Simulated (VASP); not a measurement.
Energy against volume of ZnTe (zinc blende). Method: RPBE GGA, VASP's PBE PAW potentials (set 64) (plane waves; VASP).

```
V (Å³/atom)  E (eV/atom)
-----------  -----------
28.930          -2.26339
29.853          -2.27474
30.776          -2.27828
31.700          -2.27525
32.623          -2.26669
```

**Question.** Fit a third-order Birch-Murnaghan equation of state.

**Answer.** 
```
Property                                          Value
---------------------------------------  --------------
volume per atom                          30.79 Å^3/atom
bulk modulus                                   37.9 GPa
pressure derivative of the bulk modulus            4.76
lattice constant a                              6.268 Å
```

Measured: bulk modulus 51.0 GPa (computed value off by -25.7 %), as given by Determination of phase transition pressures of ZnTe under quasihydrostatic conditions, doi 10.1007/BF00998350 (1994); a 6.104 Å (computed value off by +2.7 %), as given by Martin Albrecht et al., Physical review. B, Condensed matter (1997), arXiv:cond-mat/9706128. The calculation is for a static lattice, while the measured bulk modulus, a hold thermal and zero-point effects, which are part of the difference.

The compound is ZnTe in the zinc blende structure. It was relaxed first, which changed the volume by +9 %.
